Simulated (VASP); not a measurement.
# ZrN (Fm-3m) in VASP: RPA correlation energy with PBE

Aim: the RPA correlation energy of ZrN with PBE.

Everything below comes from runs of VASP 6.6.1. Logs are shortened: lines on timing, memory, paths and dates and some standing lists are left out, and cuts for length are marked.

## Step 1: The crystal as given

It takes space group Fm-3m (No. 225, cubic). Conventional cell: a = 4.553 Å, b = 4.553 Å, c = 4.553 Å, α = 90.00°, β = 90.00°, γ = 90.00°. Zr (site symmetry m-3m) has 6 N at 2.28 Å as nearest neighbours. N (site symmetry m-3m) has 6 Zr at 2.28 Å as nearest neighbours.

The cell is a database's computed one.

## Step 2: RPA correlation energy, PBE

Contents of POSCAR:

```
ZrN
1.0
    0.0000000000      2.2767300000      2.2767300000
    2.2767300000      0.0000000000      2.2767300000
    2.2767300000      2.2767300000      0.0000000000
Zr N
1 1
Direct
    0.5000000000      0.5000000000      0.5000000000
    1.0000000000      1.0000000000      0.0000000000
```

Contents of INCAR.step1:

```
SYSTEM = ZrN
ALGO = Normal ; EDIFF = 1E-8
ENCUT = 450 ; GGA = PE
ISMEAR = 0 ; LASPH = .TRUE.
LCHARG = .FALSE. ; LREAL = .FALSE.
LWAVE = .TRUE. ; NELM = 60
PREC = Accurate ; SIGMA = 0.05
```

Contents of INCAR.step2:

```
SYSTEM = ZrN
AEXX = 1.0 ; AGGAC = 0.0
ALDAC = 0.0 ; ALGO = EIGENVAL
EDIFF = 1E-8 ; ENCUT = 450
GGA = PE ; ISMEAR = 0
ISTART = 1 ; LASPH = .TRUE.
LCHARG = .FALSE. ; LHFCALC = .TRUE.
LREAL = .FALSE. ; LWAVE = .FALSE.
NELM = 1 ; PREC = Accurate
PRECFOCK = Fast ; SIGMA = 0.05
```

Contents of INCAR.step3:

```
SYSTEM = ZrN
ALGO = Exact ; EDIFF = 1E-8
ENCUT = 450 ; GGA = PE
ISMEAR = 0 ; ISTART = 1
LASPH = .TRUE. ; LCHARG = .FALSE.
LOPTICS = .TRUE. ; LREAL = .FALSE.
LWAVE = .TRUE. ; NBANDS = 531
NELM = 1 ; PREC = Accurate
SIGMA = 0.05
```

Contents of INCAR.step4:

```
SYSTEM = ZrN
ALGO = ACFDT ; EDIFF = 1E-8
ENCUT = 450 ; ENCUTGW = 250
GGA = PE ; ISMEAR = 0
ISTART = 1 ; LASPH = .TRUE.
LCHARG = .FALSE. ; LREAL = .FALSE.
LWAVE = .FALSE. ; NBANDS = 531
NELM = 60 ; NOMEGA = 12
PREC = Accurate ; PRECFOCK = Fast
SIGMA = 0.05
```

Contents of KPOINTS:

```
k-points
0
G
  6 6 6
  0 0 0
```

Potentials or basis: VASP PAW PBE potentials, release 64 (Zr_sv_GW, N_GW).

Run with:

```
cat potpaw_PBE.64/Zr_sv_GW/POTCAR potpaw_PBE.64/N_GW/POTCAR > POTCAR
cp INCAR.step1 INCAR
mpirun -np 1 vasp_std > vasp.out
cp INCAR.step2 INCAR
mpirun -np 1 vasp_std > vasp.out
cp INCAR.step3 INCAR
mpirun -np 1 vasp_std > vasp.out
cp INCAR.step4 INCAR
mpirun -np 1 vasp_std > vasp.out
```

OUTCAR:

```text
SYSTEM = ZrN
   EDIFF = 1E-8
   ENCUT = 450
   ENCUTGW = 250
   GGA = PE
   ISMEAR = 0
   ISTART = 1
   LASPH = .TRUE.
   LREAL = .FALSE.
   NELM = 60
   PREC = Accurate
   PRECFOCK = Fast

 ion  position               nearest neighbor table
   1  0.500  0.500  0.500-
   2  0.000  0.000  0.000-

  LATTYP: Found a face centered cubic cell.
 ALAT       =     4.5534600000

  Lattice vectors:

 A1 = (   0.0000000000,   2.2767300000,   2.2767300000)
 A2 = (   2.2767300000,   0.0000000000,   2.2767300000)
 A3 = (   2.2767300000,   2.2767300000,   0.0000000000)

Analysis of symmetry for initial positions (statically):
=====================================================================
 Subroutine PRICEL returns:
 Original cell was already a primitive cell.

 Routine SETGRP: Setting up the symmetry group for a
 face centered cubic supercell.

 Subroutine GETGRP returns: Found 48 space group operations
 (whereof 48 operations were pure point group operations)
 out of a pool of 48 trial point group operations.

The static configuration has the point symmetry O_h .

Analysis of symmetry for dynamics (positions and initial velocities):
=====================================================================
 Subroutine PRICEL returns:
 Original cell was already a primitive cell.

 Routine SETGRP: Setting up the symmetry group for a
 face centered cubic supercell.

 Subroutine GETGRP returns: Found 48 space group operations
 (whereof 48 operations were pure point group operations)
 out of a pool of 48 trial point group operations.

The dynamic configuration has the point symmetry O_h .

 Subroutine INISYM returns: Found 48 space group operations
 (whereof 48 operations are pure point group operations),
 and found     1 'primitive' translations

----------------------------------------------------------------------------------------

                                     Primitive cell

  volume of cell :      23.6029

  direct lattice vectors                    reciprocal lattice vectors
     0.000000000  2.276730000  2.276730000    -0.219613217  0.219613217  0.219613217
     2.276730000  0.000000000  2.276730000     0.219613217 -0.219613217  0.219613217
     2.276730000  2.276730000  0.000000000     0.219613217  0.219613217 -0.219613217

  length of vectors
     3.219782444  3.219782444  3.219782444     0.380381250  0.380381250  0.380381250

  position of ions in fractional coordinates (direct lattice)
     0.500000000  0.500000000  0.500000000
     0.000000000  0.000000000  0.000000000

  ion indices of the primitive-cell ions
   primitive index   ion index
                 1           1
                 2           2

----------------------------------------------------------------------------------------

 KPOINTS: k-points

Automatic generation of k-mesh.
 Grid dimensions read from file:
 generate k-points for:    6    6    6

 Generating k-lattice:

  Cartesian coordinates                     Fractional coordinates (reciprocal lattice)
    -0.036602203  0.036602203  0.036602203     0.166666667  0.000000000  0.000000000
     0.036602203 -0.036602203  0.036602203     0.000000000  0.166666667  0.000000000
     0.036602203  0.036602203 -0.036602203     0.000000000  0.000000000  0.166666667

  Length of vectors
     0.063396875  0.063396875  0.063396875

  Shift w.r.t. Gamma in fractional coordinates (k-lattice)
     0.000000000  0.000000000  0.000000000

 Subroutine IBZKPT returns following result:
 ===========================================

 Found     16 irreducible k-points:

 Following reciprocal coordinates:
            Coordinates               Weight
  0.000000  0.000000  0.000000      1.000000
  0.166667  0.000000  0.000000      8.000000
  0.333333  0.000000  0.000000      8.000000
  0.500000  0.000000  0.000000      4.000000
  0.166667  0.166667  0.000000      6.000000
  0.333333  0.166667  0.000000     24.000000
[... 8 lines left out ...]
 -0.333333  0.333333  0.166667     24.000000
 -0.333333  0.500000  0.166667     12.000000
   k-points           NKPTS =     16   k-points in BZ     NKDIM =    216   number of bands    NBANDS=    531
   number of dos      NEDOS =    301   number of ions     NIONS =      2
   total plane-waves  NPLWV =  13824
   dimension x,y,z NGX =    24 NGY =   24 NGZ =   24
   dimension x,y,z NGXF=    48 NGYF=   48 NGZF=   48
   ions per type =               1   1
   NGX,Y,Z   is equivalent  to a cutoff of  12.39, 12.39, 12.39 a.u.
   NGXF,Y,Z  is equivalent  to a cutoff of  24.78, 24.78, 24.78 a.u.
 SYSTEM =  ZrN
   PREC   = accura    normal or accurate (medium, high low for compatibility)
   ISTART =      1    job   : 0-new  1-cont  2-samecut
   ICHARG =      0    charge: 1-file 2-atom 10-const
   ISPIN  =      1    spin polarized calculation?
   LNONCOLLINEAR =      F non collinear calculations
   LSORBIT =      F    spin-orbit coupling
   LASPH  =      T    aspherical Exc in radial PAW
   ENCUT  =  450.0 eV  33.07 Ry    5.75 a.u.   5.57  5.57  5.57*2*pi/ulx,y,z
   NELM   =     60;   NELMIN=  2; NELMDL=  0     # of ELM steps
   EDIFF  = 0.1E-07   stopping-criterion for ELM
   LREAL  =      F    real-space projection
   EDIFFG = 0.1E-06   stopping-criterion for IOM
   NSW    =      0    number of steps for IOM
   IBRION =     -1    ionic relax: 0-MD 1-quasi-New 2-CG
   NFREE  =      0    steps in history (QN), initial steepest desc. (CG)
   ISIF   =      0    stress and relaxation
   ISYM   =      3    0-nonsym 1-usesym 2-fastsym
   POTIM  = 0.5000    time-step for ionic-motion
   TEBEG  =    0.0;   TEEND  =   0.0 temperature during run
   PSTRESS=    0.0 pullay stress
   NELECT =      17.0000    total number of electrons
   NUPDOWN=      -1.0000    fix difference up-down
   EMIN   =  10.00;   EMAX   =-10.00  energy-range for DOS
   EFERMI =   0.00;   METHOD = LEGACY
   ISMEAR =     0;   SIGMA  =   0.05  broadening in eV -4-tet -1-fermi 0-gaus
   EFERMI_NEDOS =   21; number of points for ismear=-14 and -15
   IALGO  =     38    algorithm
   IMIX   =      4    mixing-type and parameters
     AMIX     =   0.40;   BMIX     =  1.00
     AMIX_MAG =   1.60;   BMIX_MAG =  1.00
  volume/ion in A,a.u.               =      11.80        79.64
  Fermi-wavevector in a.u.,A,eV,Ry     =   1.467471  2.773119 29.299765  2.153472
  Thomas-Fermi vector in A             =   2.583085
   LORBIT       =      0    0 simple, 1 ext, 2 COOP (PROOUT), +10 PAW based schemes
   GGA     = PE    functional components
   LHFCALC =     T    Hartree Fock is set to
   PRECFOCK=fast      Normal, Fast or Accurate (Low or Medium for compatibility)
   ENCUT4O =  -1.0   cutoff for four orbital integrals eV
   NKREDX  =     1    reduce k-point grid by
   NKREDY  =     1    reduce k-point grid by
   NKREDZ  =     1    reduce k-point grid by
   AEXX    =    1.0000 exact exchange contribution
   HFSCREEN=    0.0000 screening length (either q_TF or 0.3 A-1)
   HFSCREENC=   0.0000 screening length for correlation (either q_TF or 0.3 A-1)
   ENCUTFOCK=  -1.0 apply spherical cutoff to Coloumb kernel
   IVDW    =     0    specifies the selected vdW correction
   LEPSILON=     F    determine dielectric tensor
   LRPA    =     F    only Hartree local field effects (RPA)
   LRPAFORCE           =     F    calculate RPA forces
   ENCUTGW             = 250.0    cutoff for response function in eV
   ENCUTGWSOFT         = 200.0    soft cutoff for Coulomb kernel in GW response function in eV
   ENCUTLF             =  -1.0    cutoff for local field effects
   NELMGW              =     1    number of iterations in solving QP/BSE equation
   NELMHF              =     1    number of iterations in the inner HF iteration
   NKREDLFX            =     1    NKREDLFY  =   1   NKREDLFZ  =   1
 non-spin polarized calculation
 Gauss-broadening in eV      SIGMA  =   0.05
  energy-cutoff  :      450.00
  volume of cell :       23.60
 maximum number of plane-waves:       531
 NGX is ok and might be reduce to    24
  NGX = 14; NGY = 14; NGZ = 14
   NGX = 11   NGY = 11   NGZ = 11
 maximum number of plane-waves:       222

      cutoff energy     smooth cutoff   RPA   correlation   Hartree contr. to MP2
---------------------------------------------------------------------------------
            250.000           200.000      -27.2074601146     -104.0846492427
            238.095           190.476      -26.9855991333     -103.8358325208
            226.757           181.406      -26.7528673774     -103.5731238492
            215.959           172.768      -26.5089493202     -103.2958345633
            205.676           164.541      -26.2543748609     -103.0042266879
            195.882           156.705      -25.9890829261     -102.6977832332
            186.554           149.243      -25.7130435914     -102.3759966151
            177.670           142.136      -25.4267679650     -102.0388742147
  linear regression
  converged value                          -29.8438147195     -107.1211505964
```

OUTCAR.step2:

```text
SYSTEM = ZrN
   AEXX = 1.0
   EDIFF = 1E-8
   ENCUT = 450
   GGA = PE
   ISMEAR = 0
[... 456 lines left out ...]
      2.27673      2.27673      2.27673        -0.000000      0.000000     -0.000000
      0.00000      0.00000      0.00000         0.000000      0.000000      0.000000
 -----------------------------------------------------------------------------------
    total drift:                               -0.000000      0.000000      0.000000

  FREE ENERGIE OF THE ION-ELECTRON SYSTEM (eV)
  ---------------------------------------------------
  free  energy   TOTEN  =       -37.8326431843 eV

  energy  without entropy=      -37.8318108815  energy(sigma->0) =      -37.83222703
```

Wall time 46 min (1 thread of Intel Xeon Platinum 8488C (Sapphire Rapids), shared host); peak memory 1.2 GiB.

Results:

```yaml
Band_gap_on_the_k_mesh_mean-field_level: none (metal or under the smearing width)
RPA_correlation_energy: -14.922 eV/atom
RPA_total_energy_per_cell: -67.676 eV
RPA_correlation_energy_per_cell: -29.844 eV
```

Levels at points of the mesh, in eV from the Fermi level:
| k point | band 5 | band 6 | band 7 | band 8 | band 9 | band 10 | band 11 | band 12 |
| --- | --- | --- | --- | --- | --- | --- | --- | --- |
| (0.00, 0.00, 0.00) | -16.53 | -2.84 | -2.84 | -2.84 | -0.59 | -0.59 | -0.59 | 1.45 |
| (0.50, 0.00, 0.00) | -14.22 | -7.93 | -5.95 | -5.95 | 2.95 | 3.00 | 3.00 | 4.68 |
| (0.50, 0.50, 0.00) | -16.01 | -4.71 | -3.74 | -3.33 | -3.33 | 3.29 | 4.49 | 4.51 |

Caveat: the k mesh is coarse (spacing up to 0.40 Å⁻¹), so the values aren't converged; the ground state has no gap, which makes the many-body step unreliable.
